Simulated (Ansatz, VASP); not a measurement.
## One calculation of Ru, two programs

```xyz
1
Lattice="0.1000 2.0503 2.0503 2.0503 0.1000 2.0503 2.0503 2.0503 0.1000" Properties=species:S:1:pos:R:3 pbc="T T T"
Ru    0.0000    0.0000    0.0000
```

Change from the starting cell: equal engineering shear yz, xz and xy +0.0525, equal normal strain along x, y and z +0.0500.

Alike in both runs: task single point; functional PBE; k mesh 20 × 20 × 20; occupations gaussian, width 0.15 eV; no spin polarisation.

```csv
,VASP,Ansatz
version,VASP 6.6.1,Ansatz 0.2.0
potentials or method,"VASP PAW PBE potentials, release 64 (Ru_pv)","scalar-relativistic, plane waves, PAW"
plane-wave cutoff (eV),520,420
valence electrons in the cell,14,16
```

```tsv
	VASP	Ansatz	Ansatz less VASP
gap on the k mesh at the Fermi level (eV)	none	none	-
pressure (GPa)	-29.5	-29.3	+0.18
largest component of the traceless stress (GPa)	6.68	6.69	+0.012
```

A gap of «none» marks a metal or a gap that the smearing closes. The two sets of potentials don't hold the same shells in valence.

Caveats: so large a pressure means that the cell lies far from this level's equilibrium, or that cutoff or potentials fall short (VASP).
